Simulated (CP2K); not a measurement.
Crystal: GaAs.

```
As Ga
1.0
     3.99777    0.00000    0.00000
     1.99888    3.46217    0.00000
     1.99888    1.15406    3.26417
As Ga
1 1
Direct
  0.75000 0.75000 0.75000
  0.00000 0.00000 0.00000
```

Base run:

```yaml
Program: CP2K 2026.2
Functional: PBE
Potentials_or_basis: POTENTIAL_UZH As GTH-PBE-q5, Ga GTH-PBE-q13; TZVP-MOLOPT-PBE-GTH basis
Density_cutoff: 6123 eV
k_mesh: 8 × 8 × 8
Occupations: fermi-dirac, width 0.05 eV
Spin: no spin polarisation
```

Its results: band gap on the k mesh 0.48 eV, direct; pressure 4.0 GPa.

After a change of settings the same cell gave: band gap on the k mesh 0.48 eV, direct; pressure 0.9 GPa. Which change was it?
A. dispersion from none to rVV10
B. dispersion from none to D2
C. dispersion from none to D3
D. dispersion from none to D4

D.

Dispersion adds attraction, which lowers the pressure at fixed volume and, as a term added to the energy, leaves the levels alone.

Caveats: the basis of atomic orbitals isn't converged, which shifts pressures, moduli and gaps; the real-space grid breaks the cell's symmetry a little.
